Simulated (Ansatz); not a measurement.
## ZrSe2 under changes of volume

One of the cells (25.784 Å³/atom); the others are scaled copies at fixed shape and fractional positions:

```
CELL_PARAMETERS angstrom
3.79800 0.00000 0.00000
-1.89900 3.28916 0.00000
0.00000 0.00000 6.19200
ATOMIC_POSITIONS crystal
Zr 0.00000 0.00000 0.00000
Se 0.66667 0.33333 0.75000
Se 0.33333 0.66667 0.25000
```

```yaml
Program: Ansatz 0.2.0
Functional: PBE
Potentials_or_basis: PseudoDojo standard (PBE files)
Cutoff: 1170 eV
Density_cutoff: 4680 eV
k_mesh: 8 × 8 × 5
Occupations: fermi-dirac, width 0.05 eV
Spin: no spin polarisation
```

```tsv
volume (Å³/atom)	energy over the lowest point (meV/atom)	pressure (GPa)	gap on the mesh (eV)	largest force (eV/Å)
24.237	?	?	?	?
24.753	27.93	5.6	0.36	0.760
25.268	12.91	3.7	0.38	0.516
25.784	3.79	2.0	0.40	0.288
26.300	0.00	0.4	0.43	0.076
26.815	1.04	-1.0	0.45	0.120
27.331	6.46	-2.3	0.46	0.304
```

**Question.** What does the run at 24.237 Å³/atom give?

**Answer.** Energy over the lowest point 49.48 meV/atom; pressure 7.8 GPa; gap on the mesh 0.33 eV; largest force 1.024 eV/Å.

Worked out: A Birch-Murnaghan fit of order 3 (a polynomial in V^(-2/3)) to the other rows has its minimum at 26.44 Å³/atom with B0 = V·E''(V) = 75 GPa and B' = 4.1 at fixed shape and positions, which overstates the stiffness. It gives 49.51 meV/atom at 24.237 Å³/atom, against the run's 49.48, and -dE/dV = 7.8 GPa, against 7.8. A straight line through the other rows of the gap, of slope 1.07 eV per unit of ln V, extrapolates to 0.34 eV, against the run's 0.33.

Energies are extrapolated to zero smearing.

Caveats: odd divisions of the mesh miss points on the zone boundary, where band edges often lie, so the gap on the mesh can be too wide; this functional lacks dispersion, which binds the layers, so the pressure and a relaxed spacing across them are unreliable; forces of over 1 eV/Å show positions far from the minimum, so gaps and moduli don't describe the material at rest (some runs).

A mesh can miss the band edges. Spin-orbit coupling on Se, Zr is left out.
